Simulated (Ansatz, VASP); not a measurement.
Si in VASP and in Ansatz

```
CELL_PARAMETERS angstrom
-1.62691 1.62691 1.32033
1.62691 -1.62691 1.32033
1.62691 1.62691 -1.32033
ATOMIC_POSITIONS crystal
Si 0.00000 0.00000 0.00000
```

This isn't the form of Si at room conditions, which is diamond.

Alike in both runs: task single point; functional PBE; k mesh 13 × 13 × 13; occupations gaussian, width 0.013 eV; no spin polarisation.

|  | VASP | Ansatz |
| --- | --- | --- |
| version | VASP 6.6.1 | Ansatz 0.2.0 |
| potentials or method | VASP PAW PBE potentials, release 64 (Si) | Ansatz PAW |
| plane-wave cutoff (eV) | 520 | 420 |
| valence electrons in the cell | 4 | 4 |

Ansatz gave:

| Item | Value |
| --- | --- |
| gap on the k mesh at the Fermi level (eV) | none |
| pressure (GPa) | 3.4 |
| largest component of the traceless stress (GPa) | 3.06 |

Task: Estimate VASP's values.

Result: gap on the k mesh at the Fermi level (eV): none; pressure (GPa): 3.3; largest component of the traceless stress (GPa): 3.08.

A gap of «none» marks a metal or a gap that the smearing closes.
